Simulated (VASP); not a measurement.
Write the native input for VASP 6.6.1 that does the following.

- Task: single point
- Functional: PBE
- Potentials or basis: VASP PAW PBE potentials, release 64 (Ru_pv)
- Cutoff: 300 eV
- k mesh: 18 × 18 × 10
- Occupations: methfessel-paxton, width 0.1 eV
- Spin: no spin polarisation
- Further INCAR settings: ALGO = Fast; EDIFF = 1e-06; NBANDS = 21

The structure of Ru lies in POSCAR:

```
Ru                                      
1.0
    2.7189980579     -0.0000000000      0.0000000000
   -1.3594990290      2.3547213910     -0.0000000000
   -0.0000000000      0.0000000000      4.2967676148
  Ru            
     2
Direct
     0.3333333332999970    0.6666666667000030    0.2500000000000000
     0.6666666667000030    0.3333333332999970    0.7500000000000000
```

These files were run (other wordings do the same):

INCAR

```
ALGO     = Fast           # electronic algorithm
EDIFF    = 1E-6           # SCF threshold, eV
ENCUT    = 300            # plane-wave cutoff, eV
GGA      = PE             # functional
ISIF     = 2              # what is computed and relaxed
ISMEAR   = 1              # smearing method
KPAR     = 4            
LASPH    = True           # aspherical terms in the spheres
LCHARG   = False          # write CHGCAR
LREAL    = False          # projectors in reciprocal space
LWAVE    = False          # write WAVECAR
NBANDS   = 21             # bands
NELM     = 120            # most SCF steps
PREC     = Accurate       # precision mode
SIGMA    = 0.1            # smearing width, eV
```

KPOINTS

```
k-points
0
Gamma
  18 18 10
```

Potentials or basis: VASP PAW PBE potentials, release 64 (Ru_pv).

The run is started by

```bash
$ cat potpaw_PBE.64/Ru_pv/POTCAR > POTCAR
$ mpirun -np 4 vasp_std > vasp.out
```

It gave:

- Pressure: -0.7 GPa
- Band gap on the k mesh: none (metal or under the smearing width)

Wall time 4.4 s on 4 MPI ranks on Intel(R) Xeon(R) 6975P-C (Granite Rapids), on a shared host, peak memory 0.14 GiB a rank.
